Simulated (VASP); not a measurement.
Set up this calculation in VASP 6.6.1, as the native input.

* Task: single point
* Functional: PBEsol
* Potentials or basis: VASP PAW PBE potentials, release 64 (Pt, Al)
* Cutoff: 520 eV
* k mesh: 5 × 5 × 5
* Occupations: fermi-dirac, width 0.05 eV
* Spin: no spin polarisation
* Hubbard terms: Pt d U = 8 eV
* Further INCAR settings: ALGO = Fast; EDIFF = 1e-06; NBANDS = 36

The structure of AlPt lies in POSCAR:

```
AlPt
1.0
    4.8789320700      0.0000000000      0.0000000000
    0.0000000000      4.8789320700      0.0000000000
    0.0000000000      0.0000000000      4.8789320700
Pt Al
4 4
Direct
    0.8449369400      0.6550630600      0.3449369400
    0.6550630600      0.3449369400      0.8449369400
    0.3449369400      0.8449369400      0.6550630600
    0.1550630600      0.1550630600      0.1550630600
    0.1559679000      0.3440321000      0.6559679000
    0.3440321000      0.6559679000      0.1559679000
    0.6559679000      0.1559679000      0.3440321000
    0.8440321000      0.8440321000      0.8440321000
```

The cell is a database's computed one.

These files were run (other wordings do the same):

INCAR

```
SYSTEM = AlPt
PREC = Accurate
ENCUT = 520
EDIFF = 1E-6
ISMEAR = -1
SIGMA = 0.05
LREAL = .False.
LASPH = .True.
NELM = 60
ALGO = Fast
ISIF = 2
LWAVE = .False.
LCHARG = .False.
LMAXMIX = 4
LDAU = .True.
LDAUTYPE = 2
LDAUL = 2 -1
LDAUU = 8 0
LDAUJ = 0 0
LDAUPRINT = 1
GGA = PS
NBANDS = 36
```

KPOINTS

```
Automatic mesh
0
Gamma
  5 5 5
  0 0 0
```

Potentials or basis: VASP PAW PBE potentials, release 64 (Pt, Al).

The run is started by

```console
$ cat potpaw_PBE.64/Pt/POTCAR potpaw_PBE.64/Al/POTCAR > POTCAR
$ mpirun -np 1 vasp_std > vasp.out
```

Results of the run:

| Quantity | Value |
| --- | --- |
| Pressure | -14.9 GPa |
| Largest force | 0.146 eV/Å |
| Band gap on the k mesh | none (metal or under the smearing width) |

Caveat: the PAW data sets were made with another functional, which shifts forces and pressure a little; U without spin polarisation on a metal has little footing; the U is typed as a test and isn't derived for this compound.

Run time: 52 s on 1 thread of AMD EPYC 7R43 64-Core Processor (Zen 3), with other jobs on the host, peak memory 0.18 GiB.
